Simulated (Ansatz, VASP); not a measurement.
Two plane-wave programs on Se

```
Se
1.0
     4.35517    0.00000    0.00000
    -2.17758    3.77169    0.00000
     0.00000    0.00000    4.99894
Se
3
Direct
  0.21700 0.00000 0.16667
  0.00000 0.21700 0.83333
  0.78300 0.78300 0.50000
```

Change from the starting cell: zz strain of +1 %, PAW files.

Alike in both runs: task electric field gradients; functional PBEsol; k mesh 8 × 8 × 6; occupations fermi-dirac, width 0.02 eV; no spin polarisation.

```csv
,VASP,Ansatz
version,VASP 6.6.1,Ansatz 0.2.0
potentials or method,"VASP PAW PBE potentials, release 64 (Se)","PAW with Ansatz's default frozen-core files, scalar-relativistic"
plane-wave cutoff (eV),520,420
valence electrons in the cell,18,48
```

Ansatz gave:

```
gap on the k mesh at the Fermi level (eV)                      : 1.00
pressure (GPa)                                                 : 2.0
largest component of the traceless stress (GPa)                : 1.01
rms of the force components (eV/Å)                             : 0.498
Vzz of the field gradient on the site that differs most (V/Å²) : -500.7
```

**Question.** Which values does VASP return?

**Answer.** gap on the k mesh at the Fermi level (eV): 0.98; pressure (GPa): 2.2; largest component of the traceless stress (GPa): 1.11; rms of the force components (eV/Å): 0.530; Vzz of the field gradient on the site that differs most (V/Å²): -481.7.

Atom by atom the forces differ by 0.032 eV/Å (rms over components). The two sets of potentials don't hold the same shells in valence.

Caveats: the PAW data sets were made with another functional, which shifts forces and pressure a little (VASP). A k mesh can miss the band edges.
